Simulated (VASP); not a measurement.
VASP input:

**POSCAR**
```
CsCl
1
    4.2024000000     0.0000000000     0.0000000000
    0.0000000000     4.2024000000     0.0000000000
    0.0000000000     0.0000000000     4.2024000000
Cs Cl
1 1
Direct
  0.0000000000   0.0000000000   0.0000000000
  0.5000000000   0.5000000000   0.5000000000
```

### KPOINTS
```
Automatic mesh
0
Gamma
5 5 5
0 0 0
```

### INCAR
```
SYSTEM = CsCl
PREC = Accurate
ENCUT = 520
EDIFF = 1E-6
NELM = 60
ALGO = Normal
LREAL = .FALSE.
LASPH = .TRUE.
ISMEAR = 0
SIGMA = 0.05
GGA = PE
LMAXMIX = 4
LWAVE = .FALSE.
LCHARG = .FALSE.
ISIF = 2
```

POTCAR, in this order: Cl Cs_sv (PBE.64 set). Program: vasp_std.

The resulting files:

**standard output**
```
 POSCAR found type information on POSCAR CsCl
 POSCAR found :  2 types and       2 ions
 Reading from existing POTCAR
 Reading from existing POTCAR
 WARNING: type information on POSCAR and POTCAR are incompatible
 POTCAR overwrites the type information in POSCAR
 typ   1 type information:  Cs Cl
 WARNING: type information on POSCAR and POTCAR are incompatible
 POTCAR overwrites the type information in POSCAR
 typ   2 type information:  Cl Cs
 LDA part: xc-table for (Slater+PW92), standard interpolation
 POSCAR, INCAR and KPOINTS ok, starting setup
 WAVECAR not read
 entering main loop
       N       E                     dE             d eps       ncg     rms          rms(c)
DAV:   1     0.933271619054E+02    0.93327E+02   -0.64585E+03   240   0.110E+03
DAV:   2    -0.481684411504E+00   -0.93809E+02   -0.89059E+02   396   0.178E+02
DAV:   3    -0.691083911810E+01   -0.64292E+01   -0.64090E+01   300   0.546E+01
DAV:   4    -0.697602660244E+01   -0.65187E-01   -0.65160E-01   284   0.682E+00
DAV:   5    -0.697697221202E+01   -0.94561E-03   -0.94555E-03   304   0.808E-01    0.232E+00
DAV:   6    -0.658815667923E+01    0.38882E+00   -0.66321E-01   272   0.454E+00    0.179E+00
DAV:   7    -0.654022355519E+01    0.47933E-01   -0.20243E-01   320   0.250E+00    0.106E+00
DAV:   8    -0.654064599937E+01   -0.42244E-03   -0.15824E-02   284   0.975E-01    0.146E-01
DAV:   9    -0.654113026696E+01   -0.48427E-03   -0.42727E-03   304   0.412E-01    0.125E-01
DAV:  10    -0.654124146380E+01   -0.11120E-03   -0.38730E-04   284   0.156E-01    0.160E-02
DAV:  11    -0.654125688900E+01   -0.15425E-04   -0.36187E-05   312   0.433E-02    0.634E-03
DAV:  12    -0.654125680561E+01    0.83391E-07   -0.10547E-05   292   0.207E-02    0.310E-03
DAV:  13    -0.654125663637E+01    0.16924E-06   -0.37194E-07   196   0.480E-03
   1 F= -.65412566E+01 E0= -.65412566E+01  d E =-.157607E-12
```

File OUTCAR:
```
------------------------ aborting loop because EDIFF is reached ----------------------------------------
  FORCE on cell =-STRESS in cart. coord.  units (eV):
  Direction    XX          YY          ZZ          XY          YZ          ZX
  --------------------------------------------------------------------------------------
  Total        0.0255022      0.0255022      0.0255022      0.0000000      0.0000000     -0.0000000
  in kB        0.5505483      0.5505483      0.5505483      0.0000000      0.0000000     -0.0000000
  external PRESSURE =       0.5505483 kB  Pullay stress =       0.0000000 kB
  volume of cell :       74.22
      direct lattice vectors                 reciprocal lattice vectors
     4.202400000  0.000000000  0.000000000     0.237959261  0.000000000  0.000000000
     0.000000000  4.202400000  0.000000000     0.000000000  0.237959261  0.000000000
     0.000000000  0.000000000  4.202400000     0.000000000  0.000000000  0.237959261
 POSITION                                       TOTAL-FORCE (eV/Angst)
 -----------------------------------------------------------------------------------
      0.00000      0.00000      0.00000         0.000000      0.000000      0.000000
      2.10120      2.10120      2.10120         0.000000      0.000000      0.000000
 -----------------------------------------------------------------------------------
    total drift:                                0.000000      0.000000     -0.000000
  FREE ENERGIE OF THE ION-ELECTRON SYSTEM (eV)
  ---------------------------------------------------
  free  energy   TOTEN  =        -6.5412566364 eV

  energy  without entropy=       -6.5412566364  energy(sigma->0) =       -6.54125664
```
(Selected blocks of OUTCAR.)

Read input and log: which fault does this run have?
(A) LDA potentials were taken and GGA is not set, so the run is LDA and not PBE
(B) NSW = 0, so the ions never move
(C) LEPSILON was set with a meta-GGA
(D) POTCAR lists the elements in another order than POSCAR

D, POTCAR lists the elements in another order than POSCAR. The run ends without an error. Against the sound run, the pressure hardly moves; the band gap hardly moves.

To mend it, use POTCAR Cs_sv Cl of the PBE.64 set.

The mended run (PBE GGA, plane waves, VASP's PBE PAW potentials (set 64)) converges, and its OSZICAR ends with
```
   1 F= -.65412566E+01 E0= -.65412566E+01  d E =-.157786E-12
```

The compound is CsCl in the CsCl type structure. The cell was not relaxed at this level.
